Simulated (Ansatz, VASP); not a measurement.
CsSnI3 in VASP and in Ansatz

```
Cs I Sn
1.0
     6.20570    0.00000    0.00000
     0.00000    6.20570    0.00000
     0.00000    0.00000    6.20570
Cs I Sn
1 3 1
Direct
  0.00000 0.00000 0.00000
  0.50000 0.50000 0.00000
  0.50000 0.00000 0.50000
  0.00000 0.50000 0.50000
  0.50000 0.50000 0.50000
```

Alike in both runs: functional revPBE; k mesh 5 × 5 × 5; occupations fermi-dirac, width 0.05 eV; no spin polarisation.

|  | VASP | Ansatz |
| --- | --- | --- |
| version | VASP 6.6.1 | Ansatz 0.2.0 |
| potentials or method | VASP PAW PBE potentials, release 64 (Cs_sv, I, Sn_d) | Ansatz PAW |
| plane-wave cutoff (eV) | 520 | 420 |
| valence electrons in the cell | 44 | 74 |
| task | single point | band structure |

Ansatz gave:

- gap on the k mesh at the Fermi level (eV): 1.76
- least direct gap on the mesh (eV): 1.76
- pressure (GPa): 1.4

**Question.** What did VASP give for the same quantities?

**Answer.** gap on the k mesh at the Fermi level (eV): 1.75; least direct gap on the mesh (eV): 1.75; pressure (GPa): 1.4.

The two sets of potentials don't hold the same shells in valence.

Caveats: spin-orbit coupling is left out, which moves the levels of the heavy elements; the PAW data sets were made with another functional, which shifts forces and pressure a little (VASP); an odd mesh through Γ misses points on the zone boundary, where band edges often lie (VASP); the PAW data sets come from PBE, with cores solved anew for the run's functional, which leaves a small shift of forces and pressure (Ansatz).
